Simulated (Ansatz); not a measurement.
Crystal: BaH2.

```xyz
6
Lattice="4.4620 0.0000 0.0000 -2.2310 3.8642 0.0000 0.0000 0.0000 6.0553" Properties=species:S:1:pos:R:3 pbc="T T T"
Ba    0.0000    2.5762    1.5138
Ba    2.2310    1.2881    4.5415
H     0.0000    0.0000    0.0000
H     0.0000    0.0000    3.0276
H     2.2310    1.2881    1.5138
H     0.0000    2.5762    4.5415
```

The cell comes from a database or a generator and needn't be the stable form of this composition.

- Program: Ansatz 0.2.0
- Task: relaxation of cell and atoms
- Functional: PBEsol
- Potentials or basis: Ansatz PAW
- Cutoff: 420 eV (not typed: the program's choice for these potentials)
- k mesh: 7 × 7 × 5
- Occupations: fermi-dirac, width 0.05 eV
- Spin: no spin polarisation

At the start: volume 17.40 Å³/atom.

Question: Where does the relaxation end?

Answer: It ends after 6 steps and the volume is 16.08 Å³/atom (-7.6 %); space group P6_3/mmc (No. 194, to 0.05 Å).

The path:
```csv
step,energy change (eV),largest force (eV/Å),volume (Å³)
1,0.0000,0.0000,104.41
2,-0.0437,0.0000,93.76
3,-0.0633,0.0000,97.02
4,-0.0642,0.0000,96.61
5,-0.0643,0.0000,96.49
6,-0.0618,0.0000,96.49
```

Final structure:
```
Ba H
1.0
     4.38457    0.00000    0.00000
    -2.19228    3.79714    0.00000
     0.00000    0.00000    5.79571
Ba H
2 4
Direct
  0.33333 0.66667 0.25000
  0.66667 0.33333 0.75000
  0.00000 0.00000 0.00000
  0.00000 0.00000 0.50000
  0.66667 0.33333 0.25000
  0.33333 0.66667 0.75000
```

Caveat: the plane-wave basis is chosen anew once the cell has moved, so the energies of steps on either side of that aren't comparable; the PAW data sets come from PBE, with cores solved anew for the run's functional, which leaves a small shift of forces and pressure.
